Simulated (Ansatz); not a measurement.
# Ca: equation of state with PBE

The system is Ca.

```
Ca
1.0
     3.48866    0.00000    0.00000
     0.00000    3.48866    0.00000
     0.00000    0.00000    3.48866
Ca
1
Direct
  0.00000 0.00000 0.00000
```

This isn't the form of Ca at room conditions, which is fcc.

* Program: Ansatz 0.2.0
* Task: equation of state
* Functional: PBE
* Potentials or basis: Ansatz PAW
* Cutoff: 420 eV
* Density cutoff: 1680 eV
* k mesh: 8 × 8 × 8
* Occupations: fermi-dirac, width 0.05 eV
* Spin: no spin polarisation

* Equilibrium volume: 44.18 Å³/atom (rough: see the caveat)
* Bulk modulus: 9.9 GPa (rough)

Energy against volume, from the lowest point:
| volume (Å³/atom) | energy (meV/atom) |
| --- | --- |
| 39.912 | 13.83 |
| 40.761 | 8.72 |
| 41.610 | 4.87 |
| 42.459 | 2.17 |
| 43.309 | 0.55 |
| 44.158 | 0.00 |
| 45.007 | 0.48 |

All runs of the series together: 3.4 s on 2 threads of Arm Neoverse V2, on a shared host.

Caveat: the fit is doubtful: noisy points or a state that changes with volume.
